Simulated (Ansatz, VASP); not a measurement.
V: VASP beside Ansatz

```
V
1.0
     2.60308    0.00000    0.00000
    -1.30154    2.25434    0.00000
     0.00000    0.00000    4.64827
V
2
Direct
  0.33333 0.66667 0.25000
  0.66667 0.33333 0.75000
```

Alike in both runs: task single point; functional RPBE; k mesh 15 × 15 × 8; occupations fermi-dirac, width 0.1 eV; no spin polarisation.

```csv
,VASP,Ansatz
version,VASP 6.6.1,Ansatz 0.2.0
potentials or method,"VASP PAW PBE potentials, release 64 (V_sv)","plane waves (420 eV) with PAW, scalar-relativistic"
plane-wave cutoff (eV),520,420
valence electrons in the cell,26,26
```

|  | VASP | Ansatz | Ansatz less VASP |
| --- | --- | --- | --- |
| pressure (GPa) | 7.5 | 7.2 | -0.27 |

Caveats: the PAW data sets were made with another functional, which shifts forces and pressure a little (VASP).
